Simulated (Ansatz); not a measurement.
## VN (Fm-3m)

Level of theory: Ansatz, DFT PBE, scalar-relativistic, plane waves, PAW.

Settings: cutoff 420 eV, Γ-centred mesh 18×18×18 on the computed 2-atom cell, Gaussian smearing of 0.10 eV; no spin polarisation.

The structure is relaxed at this level of theory with its symmetry kept.

The structure is cubic, space group Fm-3m (No. 225). Conventional cell: a = 4.117 Å, b = 4.117 Å, c = 4.117 Å, α = 90.00°, β = 90.00°, γ = 90.00°. Around V (site symmetry m-3m) lie 6 N at 2.06 Å. N (site symmetry m-3m) has 6 V at 2.06 Å as nearest neighbours.

```json
{"Volume per atom": "8.72 Å³", "Formation energy from the elements' standard states (uncorrected)": "-0.965 eV/atom", "Kohn–Sham band gap": "none (metal)", "Density of states at the Fermi level": "1.94 states/eV per cell", "Löwdin character within 0.5 eV of the Fermi level": "V 3d 89 %, N 2p 9 %", "Bulk modulus": "315 GPa", "Its pressure derivative": "4.3", "Bader charges (e)": "V (1 in the cell) 1.62, N (1 in the cell) -1.62"}
```

A ferromagnetic start lost its moments in a first run, so spin was left out; other magnetic orders weren't tried.